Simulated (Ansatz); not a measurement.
# MnS (Fm-3m) in Ansatz: settings compared, part 2 of 2

Ansatz 0.2.0. The steps go on from the part before.

### Step 4. Elastic constants, LDA, collinear spin, ferromagnetic start

input.yaml

```yaml
crystal:
  lattice:
    - [0.0, 2.6045, 2.6045]
    - [2.6045, 0.0, 2.6045]
    - [2.6045, 2.6045, 0.0]
  atoms:
    - { symbol: Mn, position: [0.0, 0.0, 0.0], spin: 4.0 }
    - { symbol: S, position: [0.5, 0.5, 0.5] }
hamiltonian:
  xc: lda
  pseudopotentials: { kind: paw }
magnetization:
  spin_polarized: true
kpoints:
  mp_grid: { grid: [7, 7, 7] }
scf:
  occupations: { method: fermi_dirac, width: 0.05 }
output:
  forces: true
  stress: true
elastic:
  mode: clamped_ion
  stencil: two_point
```

Potentials or basis: Ansatz PAW.

Run with:

```
$ ansatz run input.yaml --threads 2 --pin off --max-ram 5632MiB --backend cpu --events-out ev --progress --plain --runs-dir out
```

Output:

```text
Warning: RAYON_NUM_THREADS=2 ignored (pool sized by the plan → 2); use --threads N
Engine: ansatz 0.2.0, aarch64-unknown-linux-gnu
Pseudopotentials: kind: paw
Pseudopotential: Mn, paw, valence charge 15, recommended cutoff 420 eV (normal), Mn.paw.azcp
Pseudopotential: S, paw, valence charge 6, recommended cutoff 420 eV (normal), S.paw.azcp
Functional definition: SPW92
  exchange = slater_x
  correlation = pw_c
Crystal: 2 atoms, lattice volume = 35.335 Å³
Basis set: ecut = 420 eV, 701 PW (Γ)
Bands: 17, of which v1, the nominal top of the filled ones, is band 11 counted from 1 (10 counted from 0)
Symmetry: 48 space group operations
Space group: Fm-3m (ITA 225), of the structure as read, at distance tolerance 3.3e-5 Å
Magnetic group: BNS 225.116 (UNI 1618), of the structure as read, at distance tolerance 3.3e-5 Å
k-points: 20 of 343
Non-local potential: Mn, projectors of the file, l = 0: 3, l = 1: 2, l = 2: 3, l = 3: 1
[... 120 lines left out ...]
--- Elastic constants: 2 strain directions × 2 members + reference (group order 48) ---
  dense FFT box of the reference and of every strained cell: 25×25×25
  strains applied: 11, 23; error gains: componentwise 1.00 (the most a stress slope's error grows in a printed constant), spectral 1.73 (1 for all six strains in a standard setting)
  C = ∂σ_k/∂η_j (tension-positive GPa; Voigt order 11 22 33 23 13 12):
        63.968     29.078     29.078     -0.000     -0.000      0.000
        29.078     63.968     29.078      0.000     -0.000      0.000
        29.078     29.078     63.968      0.000      0.000      0.000
         0.000     -0.000     -0.000     39.253     -0.000     -0.000
         0.000     -0.000      0.000      0.000     39.253     -0.000
        -0.000      0.000     -0.000      0.000      0.000     39.253
  reference stress σ⁰ (GPa):     11.550     11.550     11.550      0.000      0.000      0.000
  C* (energy form; C + prestress term) asymmetry max|C*_kj − C*_jk| = 2.842e-14 GPa — a small one proves nothing (zero by symmetry where the batch's group is 432, −43m or m−3m); a large one is finite-difference/SCF noise where every solve meets its electron count
  moduli (Voigt/Reuss/Hill, GPa): K = 40.71/40.71/40.71   G = 30.53/26.17/28.35   E = 69.02   ν = 0.217
  mechanically stable: yes (min eigenvalue of sym C = 34.89 GPa)
  strain η (Voigt 11):  stress-route row diagonal C_11 = 63.97 GPa, energy-path curvature d²(F+E_count+ΔE)/dδ²/Ω₀ = 63.92 GPa
         δ    σ_11 (GPa)             F (eV)   n_scf  n_hpsi   n_pw
    -2.000e-3      11.4180       -4711.1407431       9   25533    701
     2.000e-3      11.6739       -4711.1305527       7   21344    701
  strain η (Voigt 23):  stress-route row diagonal C_44 = 39.25 GPa, energy-path curvature d²(F+E_count+ΔE)/dδ²/Ω₀ = 33.51 GPa
         δ    σ_23 (GPa)             F (eV)   n_scf  n_hpsi   n_pw
    -2.000e-3      -0.0785       -4711.1356610       8   38332    701
     2.000e-3       0.0785       -4711.1356610       6   32735    701
```

elastic_members.tsv:

```text
# convention: tension-positive GPa; Voigt order 11 22 33 23 13 12; engineering shear strains; stresses and constants hold the Pulay correction, whose part of sigma0, of c and of each member's stress the lines and columns named pulay_correction_..._gpa give (of c_energy it is that of c and, on the columns of strains 1 to 3, that of sigma0; of a layer's constants it is that of c in the plane, times a tenth of its plane spacing in ang); where a line pulay_correction_withheld stands none holds it
[... 13 lines left out ...]
3	2.0000000000e-3	1.1550286937e1	1.1550232198e1	1.1550232198e1	7.8509392263e-2	2.7793334197e-16	-6.9483335492e-16	-4.7111356610e3	-4.7111318652e3	6	32735	701	nan	nan	0.0000000000e0	-2.7577501496e-2	-2.7380370243e-2	-2.7380370243e-2	-1.1157811323e-4	6.7854819816e-20	-1.3570963963e-19	1.9020692992e-6	0.0000000000e0
```

It took 8.9 s on 2 threads of Arm Neoverse V1, shared host; peak memory 0.36 GiB.

What came out:

- Free energy: -4711.1357 eV
- Pressure: -11.6 GPa
- Band gap on the k mesh: none (metal or under the smearing width)
- Net moment: 4.58 μB per cell
- Absolute moment: 4.58 μB per cell
- Site moments: Mn +4.08; S +0.14 μB
- Clamped-ion elastic constants C11, C12, C44: 64, 29, 39 GPa
- Voigt bulk modulus: 41 GPa

Elastic tensor in Voigt notation (GPa, ions clamped, in the Cartesian axes of the cell as first typed):
```
64 29 29  0  0  0
29 64 29  0  0  0
29 29 64  0  0  0
 0  0  0 39  0  0
 0  0  0  0 39  0
 0  0  0  0  0 39
```

Caveat: the cell is more than 3 GPa from zero pressure, which shifts response properties; elastic constants of metals need much finer meshes, so these are rough; a cell with one magnetic atom can't hold antiferromagnetic order, which such compounds often take; semilocal functionals often make such compounds metallic where correlation or magnetic order opens a gap, which also shifts bond lengths; the PAW data sets come from PBE, with cores solved anew for the run's functional, which leaves a small shift of forces and pressure. With open d or f shells a metallic result of LDA can be an artefact of self-interaction; +U or a hybrid may open a gap.

### Step 5. The runs side by side

| task | level | k mesh | cutoff (eV) | points for each segment of the path | atoms under strain | gap on the mesh (eV) | pressure (GPa) | moment (μB) |
| --- | --- | --- | --- | --- | --- | --- | --- | --- |
| band structure | r2SCANh | 5 × 5 × 5 | 500 | 4 | - | 1.05 | 1.5 | 5.00 |
| band structure | r2SCAN50 | 5 × 5 × 5 | 500 | 4 | - | 4.64 | 2.9 | 5.00 |
| elastic constants | LDA | 7 × 7 × 7 | 420 | - | clamped | none | -11.6 | 4.58 |

Alike in all rows: potentials or basis Ansatz PAW; spin collinear, ferromagnetic start; cell as given; smearing fermi-dirac 0.05 eV.

On the cell as given the gap runs from zero (LDA) to 4.40 eV (r2SCAN50); the meshes differ, which moves gaps too. The pressure there spans -11.6 GPa (LDA) to 2.9 GPa (r2SCAN50); a positive pressure means that this level wants a larger cell, a negative one a smaller.

Caveats: a cell with one magnetic atom can't hold antiferromagnetic order, which such compounds often take; the PAW data sets come from PBE, with cores solved anew for the run's functional, which leaves a small shift of forces and pressure; the magnetic or orbital state may not be the lowest (some runs); the k mesh misses the band edges, so the gap on the mesh is wider than the one along the path (some runs); the thresholds are loose for stress (some runs); the cell is more than 3 GPa from zero pressure, which shifts response properties (some runs); elastic constants of metals need much finer meshes, so these are rough (some runs).

Total energies depend on the potentials used, so only differences within one code and one set of settings carry meaning.
